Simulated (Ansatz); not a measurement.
**Cs11I12: nudged elastic band, vacancy jump**

All numbers below come from DFT PBEsol, scalar-relativistic, plane waves, PAW in Ansatz. The runs took a 420 eV cutoff, a Γ-centred 2×2×2 mesh and Gaussian smearing (0.05 eV). Spin–orbit coupling is left out, which matters for the heavy elements here. No spin polarisation.

5 inner image(s), climbing off, force tolerance 0.05 eV/Å, at most 60 iterations, fixed cell. The cell carries a charge of -1 e on a uniform background, with no finite-size correction, so the barrier is rough in so small a cell.

Command:
```bash
ansatz run input.yaml --threads 4 --pin off --max-ram 9216MiB --backend cpu --events-out ev --progress --plain --runs-dir out
```

Input:
```yaml
crystal:
  lattice:
    - [-4.5033237172, 4.5033237172, 9.0066474345]
    - [-9.0066474345, -4.5033237172, 4.5033237172]
    - [4.5033237172, -4.5033237172, 9.0066474345]
  atoms:
    - { symbol: Cs, position: [0.4868704397, 0.0, 0.4885326558] }
    - { symbol: Cs, position: [0.75, 0.0, 0.75] }
    - { symbol: Cs, position: [0.0131295603, 0.0, 0.0114673442] }
    - { symbol: Cs, position: [0.9165987351, 0.6668025298, 0.25] }
    - { symbol: Cs, position: [0.1699869803, 0.6833333014, 0.4900914991] }
    - { symbol: Cs, position: [0.4190243115, 0.6619513769, 0.75] }
    - { symbol: Cs, position: [0.6466797182, 0.6833333014, 0.0099085009] }
    - { symbol: Cs, position: [0.5834012649, 0.3331974702, 0.25] }
    - { symbol: Cs, position: [0.8533202818, 0.3166666986, 0.4900914991] }
    - { symbol: Cs, position: [0.0809756885, 0.3380486231, 0.75] }
    - { symbol: Cs, position: [0.3300130197, 0.3166666986, 0.0099085009] }
    - { symbol: I, position: [0.9477490289, 0.3455974921, 0.1204544798] }
    - { symbol: I, position: [0.206653479, 0.3455974921, 0.3795455202] }
    - { symbol: I, position: [0.4581624104, 0.3337626732, 0.625284597] }
    - { symbol: I, position: [0.7080749164, 0.3337626732, 0.874715403] }
    - { symbol: I, position: [0.6387542822, 0.0, 0.1197057031] }
    - { symbol: I, position: [0.8612457178, 0.0, 0.3802942969] }
    - { symbol: I, position: [0.1199250491, 0.0, 0.639276318] }
    - { symbol: I, position: [0.3800749509, 1.0, 0.860723682] }
    - { symbol: I, position: [0.293346521, 0.6544025079, 0.1204544798] }
    - { symbol: I, position: [0.5522509711, 0.6544025079, 0.3795455202] }
    - { symbol: I, position: [0.7919250836, 0.6662373268, 0.625284597] }
    - { symbol: I, position: [0.0418375896, 0.6662373268, 0.874715403] }
total_charge: -1
basis:
  ecutwfc: 420
kpoints:
  mp_grid: { grid: [2, 2, 2] }
hamiltonian:
  xc: pbesol
scf:
  occupations: { method: gaussian, width: 0.05 }
output:
  forces: true
neb:
  images: 5
  f_tol: 0.05
  max_iterations: 60
  order_check: false
  final_atoms:
    - { symbol: Cs, position: [0.5023578691, -0.0047157382, 0.5] }
    - { symbol: Cs, position: [0.7300128082, 0.0166665594, 0.7599084739] }
    - { symbol: Cs, position: [-6.76196e-05, 0.0001352392, 0.0] }
    - { symbol: Cs, position: [0.9366538585, 0.6500001072, 0.2400915261] }
    - { symbol: Cs, position: [0.1643087975, 0.6713824049, 0.5] }
    - { symbol: Cs, position: [0.4133460343, 0.6500001072, 0.7599084739] }
    - { symbol: Cs, position: [0.6667342863, 0.6665314274, 0.0] }
    - { symbol: Cs, position: [0.5702025252, 0.3333333333, 0.2385316126] }
    - { symbol: Cs, position: [0.8333333333, 0.3333333333, 0.5] }
    - { symbol: Cs, position: [0.0964641414, 0.3333333333, 0.7614683874] }
    - { symbol: Cs, position: [0.2533206323, 0.0166665594, 0.2400915261] }
    - { symbol: I, position: [0.9445791622, 0.3333333333, 0.1302952918] }
    - { symbol: I, position: [0.2032562049, 0.3333333333, 0.3892797201] }
    - { symbol: I, position: [0.4634104618, 0.3333333333, 0.6107202799] }
    - { symbol: I, position: [0.7220875045, 0.3333333333, 0.8697047082] }
    - { symbol: I, position: [0.6355826695, -0.0122622826, 0.1295462624] }
    - { symbol: I, position: [0.8752567007, -0.0004272172, 0.3752848856] }
    - { symbol: I, position: [0.1251705165, -0.0004272172, 0.6247151144] }
    - { symbol: I, position: [0.3766796131, 0.9877377174, 0.8704537376] }
    - { symbol: I, position: [0.2899870536, 0.6789289493, 0.1295462624] }
    - { symbol: I, position: [0.5414961502, 0.6670938839, 0.3752848856] }
    - { symbol: I, position: [0.7914099659, 0.6670938839, 0.6247151144] }
    - { symbol: I, position: [0.0310839972, 0.6789289493, 0.8704537376] }
  climbing: false
```

Output (its end):
```
...
    - { symbol: Cs, position: [0.5711899493381032, 0.33614839319127476, 0.2462425831784888] }
    - { symbol: Cs, position: [0.8388708409275147, 0.32539545682639914, 0.49958722811421036] }
    - { symbol: Cs, position: [0.08521934250007829, 0.3393090203266873, 0.7602288469548459] }
    - { symbol: Cs, position: [0.2916666295488926, 0.16666677119578963, 0.1250001634388181] }
    - { symbol: I, position: [0.9229524254820309, 0.35073832325309695, 0.12776546400783861] }
    - { symbol: I, position: [0.19755186539125058, 0.3509577021043332, 0.4028466163625101] }
    - { symbol: I, position: [0.4602937160251919, 0.3305398706276216, 0.6176920034442291] }
    - { symbol: I, position: [0.7160669623082185, 0.3309624138835806, 0.8734191926377999] }
    - { symbol: I, position: [0.6603808608570068, -0.017404763131987466, 0.12223456955278866] }
    - { symbol: I, position: [0.8672661423746852, 0.002371013355003365, 0.3765806789395313] }
    - { symbol: I, position: [0.12303988220206746, 0.002793743222111872, 0.6323076085291297] }
    - { symbol: I, position: [0.3857811775941089, 0.9823758844574675, 0.8471537319550004] }
    - { symbol: I, position: [0.2916666727570011, 0.666666226433154, 0.12499992379379979] }
    - { symbol: I, position: [0.5489093190355636, 0.660390037476773, 0.37715235418914494] }
    - { symbol: I, position: [0.7916668034978144, 0.6666664325814085, 0.625000091977334] }
    - { symbol: I, position: [0.03442417774856876, 0.6729429903231761, 0.8728477324706497] }
```

The calculation finished and met its thresholds.

Final band:

```tsv
image	s (Å)	ΔE (eV)
0	0.000	0.000
1	0.706	0.123
2	1.412	0.361
3	2.118	0.484
4	2.823	0.361
5	3.529	0.123
6	4.235	0.000
```

Highest image over the start 0.484 eV, over the end 0.484 eV. The order of the saddle wasn't checked, and a path that keeps a symmetry can read too high. Without a climbing image the barrier can read too low.

By iteration:

```
iteration largest band force component (eV/Å) highest image (eV)
        1                                0.543               0.822
        2                                0.067               0.496
        3                                0.034               0.484
```

Images of the last band (Å, true forces in eV/Å):

```xyz
23
Lattice="-4.503 4.503 9.007 -9.007 -4.503 4.503 4.503 -4.503 9.007" Properties=species:S:1:pos:R:3:forces:R:3 pbc="T T T" image=0 dE_eV=0.0000
Cs    0.007   -0.007    8.785   -0.003    0.003   -0.011
Cs    0.000    0.000   13.510    0.000    0.000    0.000
Cs   -0.007    0.007    0.222    0.003   -0.003    0.011
Cs   -9.008   -0.001   13.510    0.000    0.000    0.000
Cs   -4.713   -4.519    9.022   -0.005    0.003   -0.002
Cs   -4.471   -4.471   13.510    0.016    0.016    0.000
Cs   -9.022   -0.210    8.991    0.003   -0.005    0.002
Cs   -4.502    0.001    9.007    0.000    0.000    0.000
Cs   -4.488    0.210   13.526   -0.003    0.005   -0.002
Cs   -0.032   -4.535    9.007   -0.016   -0.016    0.000
Cs   -4.294    0.015    4.488    0.005   -0.003    0.002
I    -6.838    2.169   11.177    0.000    0.007    0.003
I    -2.334   -2.335    6.836    0.007    0.000   -0.003
I    -2.253   -2.256   11.261    0.004   -0.004    0.004
I    -2.256   -2.253   15.759   -0.004    0.004   -0.004
I    -2.337    2.337    6.831    0.001   -0.001   -0.009
I    -2.166    2.166   11.182   -0.001    0.001    0.009
I     2.339   -2.339    6.838    0.000    0.000   -0.001
I    -6.842   -6.668   15.679    0.000    0.000    0.001
I    -6.673   -2.168    6.674   -0.007    0.000    0.003
I    -6.672   -2.169   11.339    0.000   -0.007   -0.003
I    -6.751   -2.250   15.765    0.004   -0.004    0.004
I    -2.250   -6.751   11.255   -0.004    0.004   -0.004
23
Lattice="-4.503 4.503 9.007 -9.007 -4.503 4.503 4.503 -4.503 9.007" Properties=species:S:1:pos:R:3:forces:R:3 pbc="T T T" image=1 dE_eV=0.1229
Cs    0.008    0.028    8.821    0.016   -0.005   -0.011
Cs   -0.042   -0.017   13.506    0.009    0.018    0.000
Cs   -0.012    0.035    0.186    0.011   -0.001    0.012
Cs   -9.013    0.047   13.540    0.010   -0.022   -0.001
Cs   -4.744   -4.541    9.040   -0.008    0.002   -0.004
Cs   -4.374   -4.443   13.476    0.007    0.000    0.003
Cs   -9.019   -0.171    8.969    0.010   -0.010    0.001
Cs   -4.501   -0.029    8.956    0.011    0.002    0.023
Cs   -4.480    0.135   13.524    0.011    0.013    0.003
Cs   -0.039   -4.566    9.065    0.002   -0.005   -0.021
Cs   -3.644   -0.004    4.506   -0.291   -0.005    0.007
I    -6.774    2.097   11.123    0.005    0.025    0.021
I    -2.268   -2.416    6.906    0.003    0.023   -0.023
I    -2.247   -2.239   11.234    0.029   -0.009    0.018
I    -2.254   -2.231   15.778    0.025   -0.012   -0.014
I    -2.290    2.414    6.887    0.007   -0.022   -0.024
I    -2.212    2.179   11.193    0.017   -0.003    0.000
I     2.295   -2.328    6.837    0.019   -0.008   -0.001
I    -6.793   -6.593   15.616    0.010   -0.022    0.024
I    -6.678   -2.178    6.684    0.045    0.028   -0.027
I    -6.702   -2.178   11.329    0.022    0.002    0.001
I    -6.767   -2.254   15.766    0.011   -0.001    0.000
I    -2.263   -6.774   11.231    0.021    0.013    0.013
23
Lattice="-4.503 4.503 9.007 -9.007 -4.503 4.503 4.503 -4.503 9.007" Properties=species:S:1:pos:R:3:forces:R:3 pbc="T T T" image=2 dE_eV=0.3614
Cs    0.011    0.051    8.848    0.019    0.005   -0.008
Cs   -0.050   -0.040   13.502   -0.007    0.026   -0.001
Cs   -0.014    0.045    0.155    0.012    0.006    0.008
Cs   -9.006    0.089   13.557    0.007   -0.018    0.011
Cs   -4.734   -4.558    9.051   -0.025   -0.003    0.000
Cs   -4.329   -4.438   13.463    0.028    0.006   -0.003
Cs   -9.018   -0.142    8.959    0.011   -0.006   -0.006
Cs   -4.497   -0.045    8.909    0.008   -0.010    0.018
Cs   -4.469    0.091   13.522    0.019    0.000    0.003
Cs   -0.027   -4.571    9.111   -0.002   -0.014   -0.016
Cs   -2.961   -0.003    4.506   -0.300   -0.004    0.003
I    -6.742    2.032   11.068    0.020    0.009    0.007
I    -2.238   -2.478    6.963    0.015    0.007   -0.009
I    -2.261   -2.214   11.211    0.027    0.000    0.014
I    -2.266   -2.212   15.795    0.021   -0.006   -0.010
I    -2.266    2.476    6.944    0.019   -0.004   -0.010
I    -2.226    2.189   11.203    0.013   -0.005   -0.001
I     2.276   -2.318    6.827    0.012   -0.013   -0.002
I    -6.769   -6.530   15.557    0.023   -0.006    0.011
I    -6.719   -2.217    6.722    0.037    0.020   -0.020
I    -6.716   -2.189   11.322    0.019    0.003    0.002
I    -6.765   -2.252   15.765    0.008    0.000    0.001
I    -2.278   -6.793   11.213    0.016    0.009    0.007
23
Lattice="-4.503 4.503 9.007 -9.007 -4.503 4.503 4.503 -4.503 9.007" Properties=species:S:1:pos:R:3:forces:R:3 pbc="T T T" image=3 dE_eV=0.4836
Cs    0.016    0.064    8.871    0.011    0.014    0.003
Cs   -0.045   -0.063   13.500   -0.018    0.017   -0.002
Cs   -0.012    0.050    0.131    0.001    0.013   -0.004
Cs   -8.999    0.119   13.562   -0.002   -0.005    0.014
Cs   -4.711   -4.567    9.057   -0.034   -0.008    0.005
Cs   -4.296   -4.440   13.460    0.034    0.008   -0.005
Cs   -9.015   -0.119    8.954    0.002    0.005   -0.014
Cs   -4.491   -0.050    8.876   -0.001   -0.013    0.004
Cs   -4.459    0.063   13.520    0.018   -0.017    0.002
Cs   -0.016   -4.568    9.143   -0.011   -0.014   -0.003
Cs   -2.252    0.000    4.503    0.000    0.000    0.000
I    -6.740    2.001   11.043    0.001   -0.006   -0.002
I    -2.236   -2.505    6.988   -0.004   -0.005    0.000
I    -2.268   -2.197   11.198    0.008    0.010    0.008
I    -2.272   -2.199   15.806    0.003    0.002   -0.004
I    -2.267    2.502    6.970   -0.001    0.006    0.002
I    -2.231    2.199   11.214   -0.003   -0.002    0.004
I     2.268   -2.306    6.816   -0.008   -0.010   -0.008
I    -6.770   -6.502   15.529    0.004    0.005    0.000
I    -6.755   -2.252    6.755    0.000    0.000    0.000
I    -6.721   -2.200   11.315    0.003   -0.003   -0.001
I    -6.755   -2.252   15.762    0.000    0.000    0.000
I    -2.285   -6.806   11.202   -0.003    0.003    0.001
23
Lattice="-4.503 4.503 9.007 -9.007 -4.503 4.503 4.503 -4.503 9.007" Properties=species:S:1:pos:R:3:forces:R:3 pbc="T T T" image=4 dE_eV=0.3614
Cs    0.027    0.067    8.902    0.002    0.014    0.016
Cs   -0.034   -0.091   13.498   -0.019    0.000   -0.003
Cs   -0.007    0.045    0.098   -0.008    0.010   -0.018
Cs   -8.995    0.142   13.557   -0.011    0.006    0.006
Cs   -4.678   -4.569    9.054   -0.028   -0.006    0.003
Cs   -4.272   -4.449   13.465    0.025    0.003    0.000
Cs   -9.007   -0.089    8.960   -0.007    0.018   -0.011
Cs   -4.489   -0.045    8.851   -0.012   -0.006   -0.008
Cs   -4.453    0.040   13.518    0.007   -0.026    0.001
Cs   -0.011   -4.554    9.165   -0.019   -0.005    0.008
Cs   -1.543    0.003    4.501    0.300    0.004   -0.003
I    -6.741    2.027   11.070   -0.019    0.004    0.010
I    -2.237   -2.477    6.960   -0.023    0.006   -0.011
I    -2.276   -2.186   11.186   -0.012    0.013    0.002
I    -2.277   -2.189   15.817   -0.013    0.005    0.001
I    -2.265    2.471    6.945   -0.020   -0.009   -0.007
I    -2.237    2.212   11.225   -0.021    0.006    0.010
I     2.261   -2.289    6.802   -0.027    0.000   -0.014
I    -6.769   -6.529   15.553   -0.015   -0.007    0.009
I    -6.791   -2.286    6.788   -0.037   -0.020    0.020
I    -6.729   -2.213   11.304   -0.016   -0.009   -0.007
I    -6.745   -2.251   15.759   -0.008    0.000   -0.001
I    -2.291   -6.818   11.194   -0.019   -0.003   -0.002
23
Lattice="-4.503 4.503 9.007 -9.007 -4.503 4.503 4.503 -4.503 9.007" Properties=species:S:1:pos:R:3:forces:R:3 pbc="T T T" image=5 dE_eV=0.1229
Cs    0.039    0.063    8.948   -0.002    0.005    0.021
Cs   -0.023   -0.135   13.495   -0.011   -0.013   -0.003
Cs   -0.002    0.029    0.051   -0.011   -0.002   -0.023
Cs   -8.995    0.171   13.548   -0.010    0.010   -0.001
Cs   -4.633   -4.564    9.041   -0.007    0.000   -0.003
Cs   -4.263   -4.465   13.477    0.008   -0.002    0.004
Cs   -9.001   -0.047    8.977   -0.010    0.022    0.001
Cs   -4.492   -0.035    8.821   -0.011    0.001   -0.012
Cs   -4.462    0.017   13.514   -0.009   -0.018    0.000
Cs   -0.008   -4.531    9.193   -0.016    0.005    0.011
Cs   -0.860    0.004    4.500    0.291    0.005   -0.007
I    -6.717    2.089   11.127   -0.007    0.022    0.024
I    -2.213   -2.414    6.901   -0.010    0.022   -0.024
I    -2.295   -2.176   11.176   -0.019    0.008    0.001
I    -2.292   -2.179   15.826   -0.017    0.003    0.000
I    -2.233    2.406    6.890   -0.005   -0.025   -0.021
I    -2.249    2.231   11.242   -0.025    0.012    0.014
I     2.247   -2.264    6.779   -0.029    0.009   -0.018
I    -6.739   -6.591   15.610   -0.003   -0.023    0.023
I    -6.832   -2.326    6.826   -0.045   -0.028    0.027
I    -6.744   -2.232   11.285   -0.021   -0.013   -0.013
I    -6.743   -2.249   15.758   -0.011    0.001    0.000
I    -2.304   -6.829   11.188   -0.022   -0.002   -0.001
23
Lattice="-4.503 4.503 9.007 -9.007 -4.503 4.503 4.503 -4.503 9.007" Properties=species:S:1:pos:R:3:forces:R:3 pbc="T T T" image=6 dE_eV=0.0000
Cs    0.032    0.032    9.007    0.016    0.016    0.000
Cs   -0.015   -0.210   13.494    0.003   -0.005    0.002
Cs   -0.001   -0.001    0.000    0.000    0.000    0.000
Cs   -8.991    0.210   13.526   -0.003    0.005   -0.002
Cs   -4.535   -4.535    9.007   -0.016   -0.016    0.000
Cs   -4.294   -4.488   13.494    0.005   -0.003    0.002
Cs   -9.006    0.001    9.007    0.000    0.000    0.000
Cs   -4.496   -0.007    8.785   -0.003    0.003   -0.011
Cs   -4.503    0.000   13.510    0.000    0.000    0.000
Cs   -0.007   -4.496    9.228    0.003   -0.003    0.011
Cs   -0.210   -0.015    4.519   -0.005    0.003   -0.002
I    -6.669    2.166   11.182   -0.001    0.001    0.009
I    -2.164   -2.339    6.838    0.000    0.000   -0.001
I    -2.339   -2.164   11.175    0.000    0.000    0.001
I    -2.337   -2.166   15.838    0.001   -0.001   -0.009
I    -2.168    2.334    6.836    0.000   -0.007   -0.003
I    -2.248    2.253   11.261    0.004   -0.004    0.004
I     2.253   -2.248    6.752   -0.004    0.004   -0.004
I    -6.673   -6.672   15.681   -0.007    0.000    0.003
I    -6.837   -2.335    6.836    0.007    0.000   -0.003
I    -6.757   -2.256   11.261    0.004   -0.004    0.004
I    -6.759   -2.253   15.759   -0.004    0.004   -0.004
I    -2.335   -6.837   11.177    0.000    0.007    0.003
```